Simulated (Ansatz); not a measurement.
Si (Fd-3m): G0W0 and the starting functional

```
Si
1.0
     0.00000    2.71550    2.71550
     2.71550    0.00000    2.71550
     2.71550    2.71550    0.00000
Si
2
Direct
  0.00000 0.00000 0.00000
  0.25000 0.25000 0.25000
```

Held fixed (Ansatz):

```
datasets        : soft PAW set, first generation
k mesh          : 6×6×6
empty bands     : 399
response cutoff : 180 eV
frequencies     : plasmon pole, fitted at the program's default frequency
q → 0 term      : analytic weight of Carrier, Rohra and Görling
points solved   : Γ, L, X
band sums       : cut at the band count
```

The gap is read from Γ to X, linearised, between the Kohn-Sham band edges among the points solved. ε∞ is the electronic dielectric constant on this mesh. Wave cutoffs: 420, 420, 420 eV in the order of the table.

```
orbitals  KS gap (eV)  G0W0 gap (eV)    ε∞
  PBEsol         0.59           1.14  16.2
     LDA         0.60           1.12  16.4
     PBE         0.71              ?     ?
```

Task: Fill in the row for PBE.

Result: G0W0 gap 1.17 eV, ε∞ 15.3.

Soft PAW datasets can miss an all-electron G0W0 gap by more than 5 %. The PAW or pseudopotential files were made with PBE. Band sums or response are cut, so the gap isn't at its basis limit. The gap is read among the points solved; the crystal's band edges can lie elsewhere. Meshes this coarse can overestimate the dielectric constant by a tenth and more.
